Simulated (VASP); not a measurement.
# Settings for Al: self-consistent run

Al, P6_3/mmc (no. 194), 2 atoms in the cell. PBE; PAW potentials Al (PBE set). VASP 6.6.1.

Wanted: energy within 0.2 meV/atom; Fermi level within 0.005 eV.

What the run is for: comparing ways to start; Accuracy asked: tight.

POSCAR:
```
Al
1.0
    2.8124553515      0.0000000000      0.0000000000
   -1.4062276757      2.4356577814      0.0000000000
    0.0000000000      0.0000000000      4.8668500000
Al
2
Direct
    0.3333333333      0.6666666667      0.2500000000
    0.6666666667      0.3333333333      0.7500000000
```

## How the run starts (with a second run first, the time holds both)

| How the run starts (with a second run first, the time holds both) | Energy less reference (meV/atom) | Fermi level (eV) | Time (s) |
|---|---|---|---|
| from scratch: 10 SCF iterations | 0.00 | 7.9249 | 13 |
| orbitals of a nearby geometry (ISTART 1): 10 + 5 SCF iterations | 0.00 | 7.9249 | 36 |
| orbitals and density of a nearby geometry: 10 + 9 SCF iterations | 0.00 | 7.9249 | 33 |
| density of a nearby geometry (ICHARG 1): 10 + 10 SCF iterations | 0.00 | 7.9249 | 39 |
| orbitals in the old basis (ISTART 2), symmetry off: 10 + 7 SCF iterations | 0.03 | 7.9249 | 168 |

Chosen: from scratch: 10 SCF iterations; no other choice that stays within the tolerance saves 30 % of the time.

The chosen settings are those of the reference run.

## The input

INCAR:
```
SYSTEM = Al
ALGO = Normal
EDIFF = 1E-6
ENCUT = 400
GGA = PE
GGA_COMPAT = .FALSE.
ISIF = 2
ISMEAR = 1
LASPH = .TRUE.
LCHARG = .FALSE.
LREAL = .FALSE.
LWAVE = .FALSE.
NELM = 120
PREC = Accurate
SIGMA = 0.1
```

KPOINTS:
```
k-points
0
Gamma
  13 13 7
```

Commands:
```
cat potpaw_PBE.64/Al/POTCAR > POTCAR
mpirun -np 1 vasp_std > vasp.out
```

The chosen input took VASP 6.6.1 13 s on 1 core (AMD EPYC 7R43 (Zen 3)), a shared host.

## An input that fails: restart asked without its files

VASP's message: ERROR: charge density could not be read from file CHGCAR for ICHARG>10.

Changes against the starting input:
```
- NELM = 120
+ NELM = 60
+ ICHARG = 11
```
